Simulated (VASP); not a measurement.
# Co (Im-3m) in VASP: equation of state

Aim: energy against volume of Co in PBE, for its equilibrium volume and stiffness.

Everything below comes from runs of VASP 6.6.1. Logs are shortened: lines on timing, memory, paths and dates and some standing lists are left out, and cuts for length are marked.

## 1. Starting point

Symmetry: Im-3m, No. 229, cubic system. Conventional cell: a = 2.805 Å, b = 2.805 Å, c = 2.805 Å, α = 90.00°, β = 90.00°, γ = 90.00°. Co (site symmetry m-3m) is surrounded by 8 Co at 2.43 Å.

This isn't the form of Co at room conditions, which is hcp.

## 2. Equation of state, PBE, collinear spin, ferromagnetic start, 10.37 Å³/atom (volume scaled by 0.94)

INCAR

```
SYSTEM = Co
PREC     = Accurate       ! precision mode
ENCUT    = 520            ! plane-wave cutoff, eV
EDIFF    = 1E-7           ! SCF threshold, eV
ISMEAR   = -1             ! smearing method
SIGMA    = 0.05           ! smearing width, eV
LREAL    = .FALSE.        ! projectors in reciprocal space
LASPH    = .TRUE.         ! aspherical terms in the spheres
NELM     = 150            ! most SCF steps
ALGO     = Normal         ! electronic algorithm
ISIF     = 2              ! what is computed and relaxed
LWAVE    = .FALSE.        ! write WAVECAR
LCHARG   = .FALSE.        ! write CHGCAR
ISPIN    = 2              ! spin polarisation
MAGMOM   = 2              ! initial moments
LORBIT   = 11             ! projections on sites
LMAXMIX  = 4              ! l up to which the mixer works
GGA      = PE             ! functional
NBANDS   = 14             ! bands
```

KPOINTS

```
regular mesh
0
G
  13 13 13
  0 0 0
```

POSCAR

```
Co
1.0
   -1.3736931920      1.3736931920      1.3736931920
    1.3736931920     -1.3736931920      1.3736931920
    1.3736931920      1.3736931920     -1.3736931920
Co
1
Direct
    0.0000000000      0.0000000000      0.0000000000
```

Potentials or basis: VASP PAW PBE potentials, release 64 (Co).

The run is started by

```bash
$ cat potpaw_PBE.64/Co/POTCAR > POTCAR
$ mpirun -np 1 vasp_std > vasp.out
```

OUTCAR:

```text
SYSTEM = Co
   PREC = Accurate
   ENCUT = 520
   EDIFF = 1E-7
   ISMEAR = -1
   LREAL = .FALSE.
   LASPH = .TRUE.
   NELM = 150
   ISIF = 2
   ISPIN = 2
   LORBIT = 11
   GGA = PE

 ion  position               nearest neighbor table
   1  0.000  0.000  0.000-

  LATTYP: Found a body centered cubic cell.
 ALAT       =     2.7473863840

  Lattice vectors:

 A1 = (  -1.3736931920,   1.3736931920,   1.3736931920)
 A2 = (   1.3736931920,  -1.3736931920,   1.3736931920)
 A3 = (   1.3736931920,   1.3736931920,  -1.3736931920)

Analysis of symmetry for initial positions (statically):
=====================================================================
 Subroutine PRICEL returns:
 Original cell was already a primitive cell.

 Routine SETGRP: Setting up the symmetry group for a
 body centered cubic supercell.

 Subroutine GETGRP returns: Found 48 space group operations
 (whereof 48 operations were pure point group operations)
 out of a pool of 48 trial point group operations.

The static configuration has the point symmetry O_h .

Analysis of symmetry for dynamics (positions and initial velocities):
=====================================================================
 Subroutine PRICEL returns:
 Original cell was already a primitive cell.

 Routine SETGRP: Setting up the symmetry group for a
 body centered cubic supercell.

 Subroutine GETGRP returns: Found 48 space group operations
 (whereof 48 operations were pure point group operations)
 out of a pool of 48 trial point group operations.

The dynamic configuration has the point symmetry O_h .

Analysis of structural, dynamic, and magnetic symmetry:
=====================================================================
 Subroutine PRICEL returns:
 Original cell was already a primitive cell.

 Routine SETGRP: Setting up the symmetry group for a
 body centered cubic supercell.

 Subroutine GETGRP returns: Found 48 space group operations
 (whereof 48 operations were pure point group operations)
 out of a pool of 48 trial point group operations.

The overall configuration has the point symmetry O_h .

 Subroutine INISYM returns: Found 48 space group operations
 (whereof 48 operations are pure point group operations),
 and found     1 'primitive' translations

----------------------------------------------------------------------------------------

                                     Primitive cell

  volume of cell :      10.3688

  direct lattice vectors                    reciprocal lattice vectors
    -1.373693192  1.373693192  1.373693192     0.000000000  0.363982295  0.363982295
     1.373693192 -1.373693192  1.373693192     0.363982295  0.000000000  0.363982295
     1.373693192  1.373693192 -1.373693192     0.363982295  0.363982295  0.000000000

  length of vectors
     2.379306403  2.379306403  2.379306403     0.514748697  0.514748697  0.514748697

  position of ions in fractional coordinates (direct lattice)
     0.000000000  0.000000000  0.000000000

  ion indices of the primitive-cell ions
   primitive index   ion index
                 1           1

----------------------------------------------------------------------------------------

 KPOINTS: regular mesh

Automatic generation of k-mesh.
 Grid dimensions read from file:
 generate k-points for:   13   13   13

 Generating k-lattice:

  Cartesian coordinates                     Fractional coordinates (reciprocal lattice)
     0.000000000  0.027998638  0.027998638     0.076923077  0.000000000  0.000000000
     0.027998638  0.000000000  0.027998638     0.000000000  0.076923077  0.000000000
     0.027998638  0.027998638  0.000000000     0.000000000  0.000000000  0.076923077

  Length of vectors
     0.039596054  0.039596054  0.039596054

  Shift w.r.t. Gamma in fractional coordinates (k-lattice)
     0.000000000  0.000000000  0.000000000

 Subroutine IBZKPT returns following result:
 ===========================================

 Found     84 irreducible k-points:

 Following reciprocal coordinates:
            Coordinates               Weight
  0.000000  0.000000  0.000000      1.000000
  0.076923  0.000000  0.000000     12.000000
  0.153846  0.000000  0.000000     12.000000
  0.230769  0.000000  0.000000     12.000000
  0.307692  0.000000  0.000000     12.000000
  0.384615  0.000000  0.000000     12.000000
[... 42 lines left out ...]
 -0.384615 -0.384615  0.076923     24.000000
  0.153846  0.153846  0.153846      8.000000
 [... further k-points ...]
   k-points           NKPTS =     84   k-points in BZ     NKDIM =     84   number of bands    NBANDS=     14
   number of dos      NEDOS =    301   number of ions     NIONS =      1
   total plane-waves  NPLWV =   5832
   dimension x,y,z NGX =    18 NGY =   18 NGZ =   18
   dimension x,y,z NGXF=    36 NGYF=   36 NGZF=   36
   ions per type =               1
   NGX,Y,Z   is equivalent  to a cutoff of  12.58, 12.58, 12.58 a.u.
   NGXF,Y,Z  is equivalent  to a cutoff of  25.15, 25.15, 25.15 a.u.
 SYSTEM =  Co
   PREC   = accura    normal or accurate (medium, high low for compatibility)
   ISTART =      0    job   : 0-new  1-cont  2-samecut
   ICHARG =      2    charge: 1-file 2-atom 10-const
   ISPIN  =      2    spin polarized calculation?
   LNONCOLLINEAR =      F non collinear calculations
   LSORBIT =      F    spin-orbit coupling
   LASPH  =      T    aspherical Exc in radial PAW
   ENCUT  =  520.0 eV  38.22 Ry    6.18 a.u.   4.42  4.42  4.42*2*pi/ulx,y,z
   NELM   =    150;   NELMIN=  2; NELMDL= -5     # of ELM steps
   EDIFF  = 0.1E-06   stopping-criterion for ELM
   LREAL  =      F    real-space projection
   EDIFFG = 0.1E-05   stopping-criterion for IOM
   NSW    =      0    number of steps for IOM
   IBRION =     -1    ionic relax: 0-MD 1-quasi-New 2-CG
   NFREE  =      0    steps in history (QN), initial steepest desc. (CG)
   ISIF   =      2    stress and relaxation
   ISYM   =      2    0-nonsym 1-usesym 2-fastsym
   POTIM  = 0.5000    time-step for ionic-motion
   TEBEG  =    0.0;   TEEND  =   0.0 temperature during run
   PSTRESS=    0.0 pullay stress
   NELECT =       9.0000    total number of electrons
   NUPDOWN=      -1.0000    fix difference up-down
   EMIN   =  10.00;   EMAX   =-10.00  energy-range for DOS
   EFERMI =   0.00;   METHOD = LEGACY
   ISMEAR =    -1;   SIGMA  =   0.05  broadening in eV -4-tet -1-fermi 0-gaus
   EFERMI_NEDOS =   21; number of points for ismear=-14 and -15
   IALGO  =     38    algorithm
   IMIX   =      4    mixing-type and parameters
     AMIX     =   0.40;   BMIX     =  1.00
     AMIX_MAG =   1.60;   BMIX_MAG =  1.00
  volume/ion in A,a.u.               =      10.37        69.97
  Fermi-wavevector in a.u.,A,eV,Ry     =   1.561634  2.951060 33.180538  2.438701
  Thomas-Fermi vector in A             =   2.664671
   LORBIT       =     11    0 simple, 1 ext, 2 COOP (PROOUT), +10 PAW based schemes
   GGA     = PE    functional components
   LHFCALC =     F    Hartree Fock is set to
   AEXX    =    0.0000 exact exchange contribution
   IVDW    =     0    specifies the selected vdW correction
   LEPSILON=     F    determine dielectric tensor
   LRPA    =     F    only Hartree local field effects (RPA)
 spin polarized calculation
  energy-cutoff  :      520.00
  volume of cell :       10.37
 maximum number of plane-waves:       321
 NGX is ok and might be reduce to    18
   NGX =  9   NGY =  9   NGZ =  9

 number of electron       9.0000007 magnetization       1.6723957

 Free energy of the ion-electron system (eV)
  ---------------------------------------------------
  ext. energy  EPLUGINS =         0.00000000
  ---------------------------------------------------
  free energy    TOTEN  =        -6.92540093 eV

  energy without entropy =       -6.91292274  energy(sigma->0) =       -6.91916184

 E-fermi :  11.2764     XC(G=0): -13.6751

 val. band max:       11.2759500350   @ k =   0.1538   0.1538   0.0000
 cond. band min:      11.3013173280   @ k =  -0.4615   0.4615   0.0769
 fundamental gap:      0.0253672931
 Fermi energy:        11.2763854238

 spin component 1

 k-point     1 :       0.0000    0.0000    0.0000
  band No.  band energies     occupation
      1       1.7210      1.00000
      2       8.1569      1.00000
      3       8.1569      1.00000
      4       8.1569      1.00000
      5       9.3799      1.00000
      6       9.3799      1.00000
      7      37.1210      0.00000
      8      37.1210      0.00000
      9      37.1210      0.00000
     10      42.7460      0.00000
     11      42.7460      0.00000
     12      45.1589      0.00000
     13      45.1589      0.00000
     14      45.1589      0.00000
[... 651 lines left out ...]
      3       8.4514      1.00000
      4       9.3368      1.00000
      5      10.4130      1.00000
      6      10.5410      1.00000
      7      21.1522      0.00000
      8      30.5006      0.00000
      9      31.1894      0.00000
     10      37.6320      0.00000
     11      39.8663      0.00000
     12      43.1066      0.00000
     13      47.4818      0.00000
     14      50.9785      0.00000

 [... further k-points ...]

 spin component 2

 k-point     1 :       0.0000    0.0000    0.0000
  band No.  band energies     occupation
      1       1.7666      1.00000
      2       9.6501      1.00000
      3       9.6501      1.00000
      4       9.6501      1.00000
      5      11.5922      0.00180
      6      11.5922      0.00180
      7      36.8989      0.00000
      8      36.8989      0.00000
      9      36.8989      0.00000
     10      42.8175      0.00000
     11      42.8175      0.00000
     12      45.5976      0.00000
     13      45.5976      0.00000
     14      45.5976      0.00000
[... 651 lines left out ...]
      3       9.6326      1.00000
      4      11.2402      0.67323
      5      12.1061      0.00000
      6      12.2271      0.00000
      7      21.8594      0.00000
      8      30.5897      0.00000
      9      31.5613      0.00000
     10      37.9067      0.00000
     11      40.2549      0.00000
     12      43.3309      0.00000
     13      50.8797      0.00000
     14      51.4544      0.00000

 [... further k-points ...]

------------------------ aborting loop because EDIFF is reached ----------------------------------------

 total charge

# of ion       s       p       d       tot
------------------------------------------
    1        0.508   0.571   7.281   8.360

 magnetization (x)

# of ion       s       p       d       tot
------------------------------------------
    1       -0.006  -0.049   1.739   1.683

  FORCE on cell =-STRESS in cart. coord.  units (eV):
  Direction    XX          YY          ZZ          XY          YZ          ZX
  --------------------------------------------------------------------------------------
  -------------------------------------------------------------------------------------
  Total        0.9469245      0.9469245      0.9469245      0.0000000     -0.0000000      0.0000000
  in kB      146.3176402    146.3176402    146.3176402      0.0000000     -0.0000000      0.0000000
  external PRESSURE =     146.3176402 kB  Pullay stress =       0.0000000 kB

 VOLUME and BASIS-vectors are now :
 -----------------------------------------------------------------------------
  energy-cutoff  :      520.00
  volume of cell :       10.37
      direct lattice vectors                 reciprocal lattice vectors
    -1.373693192  1.373693192  1.373693192     0.000000000  0.363982295  0.363982295
     1.373693192 -1.373693192  1.373693192     0.363982295  0.000000000  0.363982295
     1.373693192  1.373693192 -1.373693192     0.363982295  0.363982295  0.000000000

 POSITION                                       TOTAL-FORCE (eV/Angst)
 -----------------------------------------------------------------------------------
      0.00000      0.00000      0.00000         0.000000      0.000000      0.000000
 -----------------------------------------------------------------------------------
    total drift:                                0.000000      0.000000      0.000000

  FREE ENERGIE OF THE ION-ELECTRON SYSTEM (eV)
  ---------------------------------------------------
  free  energy   TOTEN  =        -6.9254009313 eV

  energy  without entropy=       -6.9129227401  energy(sigma->0) =       -6.91916184

 total charge

# of ion       s       p       d       tot
------------------------------------------
    1        0.508   0.571   7.281   8.360

 magnetization (x)

# of ion       s       p       d       tot
------------------------------------------
    1       -0.006  -0.049   1.739   1.683
```

Wall time 25 s (1 thread of Intel Xeon Platinum 8559C (Emerald Rapids), shared host); peak memory 0.13 GiB.

Results:

| Property | Result |
| --- | --- |
| Free energy | -6.9254 eV |
| Pressure | 14.6 GPa |
| Band gap on the k mesh | none (metal or under the smearing width) |
| Net moment | 1.67 μB per cell |
| Site moments | Co +1.68 μB |
| Valence electrons inside the program's atomic spheres | Co 8.36 |

## 3. Equation of state, PBE, collinear spin, ferromagnetic start, 10.59 Å³/atom (volume scaled by 0.96)

INCAR

```
PREC = Accurate
ENCUT = 520
EDIFF = 1E-7
ISMEAR = -1
SIGMA = 0.05
LREAL = F
LASPH = T
NELM = 100
ALGO = Normal
ISIF = 2
LWAVE = F
LCHARG = F
ISPIN = 2
MAGMOM = 2
LORBIT = 11
LMAXMIX = 4
GGA = PE
NBANDS = 14
```

KPOINTS

```
regular mesh
0
Gamma
  13 13 13
```

POSCAR

```
Co
1.0
   -1.3833674064      1.3833674064      1.3833674064
    1.3833674064     -1.3833674064      1.3833674064
    1.3833674064      1.3833674064     -1.3833674064
Co
1
Direct
    0.0000000000      0.0000000000      0.0000000000
```

Potentials or basis: VASP PAW PBE potentials, release 64 (Co).

The run is started by

```bash
$ cat potpaw_PBE.64/Co/POTCAR > POTCAR
$ mpirun -np 1 vasp_std > vasp.out
```

Run time: 27 s. Hardware: 1 thread of Intel Xeon Platinum 8559C (Emerald Rapids), shared host; peak memory 0.13 GiB.

It converged, with:

- Free energy: -6.9416 eV
- Pressure: 9.1 GPa
- Band gap on the k mesh: none (metal or under the smearing width)
- Net moment: 1.68 μB per cell
- Site moments: Co +1.69 μB
- Valence electrons inside the program's atomic spheres: Co 8.32

[end of part 1 of 2]
